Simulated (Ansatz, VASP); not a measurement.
# One calculation of Be, two programs

Contents of INCAR:

```
PREC = Accurate ; ENCUT = 520
EDIFF = 1E-6 ; ISMEAR = -1
SIGMA = 0.1 ; LREAL = F
LASPH = T ; NELM = 80
ALGO = Normal ; ISIF = 2
LWAVE = F ; LCHARG = F
GGA = RE ; NBANDS = 7
```

Contents of KPOINTS:

```
regular mesh
0
Gamma
  19 19 19
```

The input POSCAR:

```
Be
1.0
    0.0000000000      1.6526871627      1.6526871627
    1.6526871627      0.0000000000      1.6526871627
    1.6526871627      1.6526871627      0.0000000000
Be
1
Direct
    0.0000000000      0.0000000000      0.0000000000
```

Input for Ansatz:

```yaml
crystal:
  lattice:
    - [0.0, 1.6526871627, 1.6526871627]
    - [1.6526871627, 0.0, 1.6526871627]
    - [1.6526871627, 1.6526871627, 0.0]
  atoms:
    - { symbol: Be, position: [0.0, 0.0, 0.0] }
hamiltonian:
  xc: revpbe
  pseudopotentials:
    kind: paw
    azcp:
      Be: "pseudopotentials/Be.paw.azcp"
basis:
  ecutwfc: 420
  fft_grid_basis: typed
kpoints:
  mp_grid: { grid: [19, 19, 19], shift: [0, 0, 0] }
magnetization:
  spin_polarized: false
scf:
  occupations: { method: fermi_dirac, width: 0.1 }
  lower_state_search: "off"
output:
  stress: true
```

Alike in both runs: task single point; functional revPBE; k mesh 19 × 19 × 19; occupations fermi-dirac, width 0.1 eV; no spin polarisation.

|  | VASP | Ansatz |
| --- | --- | --- |
| version | VASP 6.6.1 | Ansatz 0.2.0 |
| potentials or method | VASP PAW PBE potentials, release 64 (Be) | plane waves (420 eV) with PAW, scalar-relativistic |
| plane-wave cutoff (eV) | 520 | 420 |
| valence electrons in the cell | 2 | 2 |

Ansatz gave:

* pressure (GPa): -10.8

**Question.** What did VASP give for the same quantities?

**Answer.** Pressure (GPa): -10.7.

The functional is the same, so the differences come from potentials, cutoffs and numerics.

Caveats: the PAW data sets were made with another functional, which shifts forces and pressure a little (VASP).
